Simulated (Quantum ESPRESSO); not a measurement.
The system is Sc.

```
Sc
1.0
     3.20196    0.00000    0.00000
     1.50211    2.84414    0.00000
     1.54899    0.92645    2.67418
Sc
1
Direct
  0.00000 0.00000 0.00000
```

This isn't the form of Sc at room conditions, which is hcp.

* Program: Quantum ESPRESSO 7.5
* Task: single point
* Functional: PBE
* Potentials or basis: SSSP 1.3 efficiency PBE
* Cutoff: 816 eV
* Density cutoff: 3265 eV
* k mesh: 10 × 10 × 10
* Occupations: fermi-dirac, width 0.05 eV
* Spin: no spin polarisation

On this cell: pressure 0.8 GPa; band gap on the k mesh none (metal or under the smearing width).

The same run follows on a disturbed copy (cell strained at random at fixed volume):

```
Sc
1.0
     3.15963    0.00060   -0.02898
     1.48278    2.79319    0.06735
     1.50448    0.98616    2.77450
Sc
1
Direct
  0.01273 0.99757 0.98703
```

Question: What changes?

Answer: The energy (extrapolated to zero smearing) moves by +13.0 meV/atom; pressure 0.9 GPa; band gap on the k mesh none (metal or under the smearing width).

Stress tensor (GPa, compression positive):
```
 2.27  1.17  0.73
 1.17  2.17 -0.72
 0.73 -0.72 -1.80
```
